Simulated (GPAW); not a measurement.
The F K edge of atom 2 in KF (Carobbiite, Fm-3m), with 6 K at 2.67 Å (octahedral, site symmetry m-3m), was computed in 2 ways: full core hole (charged cell) and no core hole. Program and functional: GPAW, PBE, Gaussian full width 0.9 eV up to 4 eV, rising linearly to 3.5 eV at 25 eV; cells of 2 and 12 atoms (the run without a hole in the smaller).

Each run is counted from its own lowest empty level or Fermi level and scaled to a mean of 1 over its first 20 eV.

```
E (eV)  run 1  run 2
  -2.0   0.00   0.00
  -1.4   0.00   0.00
  -0.8   0.00   0.00
  -0.2   0.00   0.00
   0.4   0.04   0.03
   1.0   0.11   0.08
   1.6   0.31   0.33
   2.2   0.72   1.70
   2.8   2.02   3.18
   3.4   2.00   1.39
   4.0   1.18   0.66
   4.6   0.63   0.56
   5.2   1.33   1.23
   5.8   1.76   1.59
   6.4   1.67   1.33
   7.0   1.78   1.19
   7.6   1.42   0.84
   8.2   0.99   0.58
   8.8   0.87   0.54
   9.4   0.76   0.55
  10.0   0.68   0.57
  10.6   0.75   0.64
  11.2   0.86   0.74
  11.8   0.86   0.75
  12.4   0.72   0.63
  13.0   0.53   0.48
  13.6   0.40   0.40
  14.2   0.40   0.47
  14.8   0.48   0.65
  15.4   0.59   0.88
  16.0   0.69   1.13
  16.6   0.84   1.41
  17.2   1.07   1.70
  17.8   1.39   1.91
  18.4   1.66   1.92
  19.0   1.79   1.69
  19.6   1.73   1.33
  20.2   1.51   0.98
  20.8   1.24   0.73
  21.4   0.97   0.59
  22.0   0.76   0.53
  22.6   0.63   0.52
  23.2   0.57   0.55
  23.8   0.58   0.63
  24.4   0.63   0.72
  25.0   0.70   0.82
  25.6   0.78   0.90
  26.2   0.86   0.95
  26.8   0.92   0.96
  27.4   0.95   0.95
  28.0   0.95   0.90
  28.6   0.91   0.84
  29.2   0.84   0.77
  29.8   0.76   0.70
  30.4   0.69   0.65
```

Question: Which run is which?

Run 1: no core hole (area from −2 to 6 eV 5.9, main maxima 3.1 eV (2.27), 5.7 eV (1.76), 6.9 eV (1.78) and 19.1 eV (1.80)). Run 2: full core hole (charged cell) (area from −2 to 6 eV 6.3, main maxima 2.8 eV (3.18), 5.7 eV (1.61), 11.5 eV (0.76) and 18.1 eV (1.95)). With each curve scaled to its own mean, the area from −2 to 6 eV with the hole is 6.3 against 5.9, and the centre of weight from −1 to 20 eV moves by +0.4 eV (first and strongest maxima below 20 eV: 3.1 eV (2.27), 6.9 eV (1.78) and 19.1 eV (1.80) without the hole, 2.8 eV (3.18), 5.7 eV (1.61) and 18.1 eV (1.95) with it); the shape changes all the same, by 36 % r.m.s.

[Banner, clock and machine lines of the logs are left out without a mark of their own.]

[Logs are printed without paths, hosts, clocks, repeated set-up lines and the standing remarks that a program may print on its own settings, such as how far it seeks lower states.]

[Hosts, paths, dates, database ids (printed as entryN), source tags and the programs' standing remarks are cut or masked in the printed files.]

[Lists of maxima count a maximum above −3 eV only where it reaches 4 % of the highest in the window and stands out from its surroundings by 2 % of it (1.5 % where it reaches 55 %); shoulders and weaker maxima are passed over, and of the rest the first, up to two pre-edge ones and the few strongest are named.]
